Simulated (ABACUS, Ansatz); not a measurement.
SrO: equilibrium volume by level of theory

The structure is cubic, space group Fm-3m (No. 225). Conventional cell: a = 5.133 Å, b = 5.133 Å, c = 5.133 Å, α = 90.00°, β = 90.00°, γ = 90.00°. Sr (site symmetry m-3m) has 6 O at 2.57 Å as nearest neighbours. Around O (site symmetry m-3m) lie 6 Sr at 2.57 Å.

| rung | level | program and potentials | cutoff (eV) | k mesh | smearing | task | core time | chip | equilibrium volume (Å³/atom) | notes |
| --- | --- | --- | --- | --- | --- | --- | --- | --- | --- | --- |
| GGA + dispersion | RPBE+D3(BJ) | Ansatz, Ansatz PAW | 420 | 9 × 9 × 9 | fermi-dirac 0.05 | relaxation of cell and atoms | 4.8 s | Arm Neoverse V2 | 14.72 | potentials made for PBE, which Ansatz adapts in part |
| GGA | RPBE | Ansatz, Ansatz PAW | 420 | 9 × 9 × 9 | fermi-dirac 0.05 | relaxation of cell and atoms | 5.9 s | Arm Neoverse V2 | 18.15 | potentials made for PBE, which Ansatz adapts in part |
| GGA + dispersion | revPBE+D4 | Ansatz, Ansatz PAW | 420 | 9 × 9 × 9 | fermi-dirac 0.05 | relaxation of cell and atoms | 6 s | Arm Neoverse V2 | 17.40 | potentials made for PBE, which Ansatz adapts in part |
| GGA + dispersion | RPBE+D4 | Ansatz, Ansatz PAW | 420 | 9 × 9 × 9 | fermi-dirac 0.05 | relaxation of cell and atoms | 6.9 s | Arm Neoverse V2 | 17.53 | potentials made for PBE, which Ansatz adapts in part |
| hybrid | PBE0 | Ansatz, Ansatz PAW | 420 | 5 × 5 × 5 | fermi-dirac 0.05 | relaxation of cell and atoms | 38 s | Arm Neoverse V1 | 17.10 | coarse mesh; potentials made for PBE, which Ansatz adapts in part |
| hybrid | HSE06 | Ansatz, Ansatz PAW | 420 | 5 × 5 × 5 | fermi-dirac 0.05 | relaxation of cell and atoms | 38 s | Arm Neoverse V1 | 17.11 | coarse mesh; potentials made for PBE, which Ansatz adapts in part |
| hybrid | HSE03 | Ansatz, Ansatz PAW | 420 | 5 × 5 × 5 | fermi-dirac 0.05 | relaxation of cell and atoms | 57 s | Arm Neoverse V1 | 17.12 | coarse mesh; potentials made for PBE, which Ansatz adapts in part |
| Hartree-Fock | HF | Ansatz, Ansatz PAW | 420 | 5 × 5 × 5 | fermi-dirac 0.05 | relaxation of cell and atoms | 90 s | Arm Neoverse V1 | 17.80 | coarse mesh; potentials made for PBE, which Ansatz adapts in part |
| GGA | PBE | ABACUS, PseudoDojo NC SR 0.4.1 PBE standard, plane waves | 1143 | 9 × 9 × 9 | fermi-dirac 0.05 | equation of state | 5 min | Intel Xeon Platinum 8259CL Skylake/Cascade Lake | 17.49 | - |

Times are single runs on shared hosts and different chips, so they are rough; meshes, cutoffs and the tasks' sizes weigh on the time. All rows: no spin polarisation. Smearing widths are in eV. Meshes differ between rows, which moves values too. Meshes are those of the run's cell of 2 atoms unless a note names another. Relaxations start from the cell shown or near it and stop with a little pressure left. The cell shown, of 16.90 Å³ an atom, is the runs' start and not the measured value. Misses use the values as printed. Runs on faulty files, with rough fits or with known faults for this quantity aren't shown. No row holds spin-orbit coupling.

Measured: 17.18 Å³/atom at 298.15 K (a printed reference work).

Task: Which of the timed runs without a coarse mesh or an atomic basis is the cheapest that comes within 1.5 % of the measured equilibrium volume?

Result: revPBE+D4 (Ansatz, Ansatz PAW): 17.40 Å³/atom in 6 s. One crystal doesn't make the level reliable, since errors can cancel. The runs are for a static lattice, while measurements hold temperature and zero-point motion.
